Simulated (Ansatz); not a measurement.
## Relaxing gallium (fcc)

All numbers below come from Ansatz, DFT, revPBE, plane waves (420 eV) with PAW, scalar-relativistic. (PAW data from PBE, frozen cores regenerated.)

k-point mesh 13×13×13, Fermi-Dirac smearing 0.1 eV, no spin polarisation. Cell and atoms relax.

Starting structure:

```xyz
1
Lattice="0.0000 2.1398 2.1398 2.1398 0.0000 2.1398 2.1398 2.1398 0.0000" Properties=species:S:1:pos:R:3 pbc="T T T"
Ga    0.0000    0.0000    0.0000
```

Task: What cell does the relaxation end in?

Result: Fm-3m with a = 4.273 Å; 19.50 Å³ per atom against 19.59 at the start (-0.5 %).

Task: How much energy does the relaxation gain?

Result: 0.1 meV per atom.
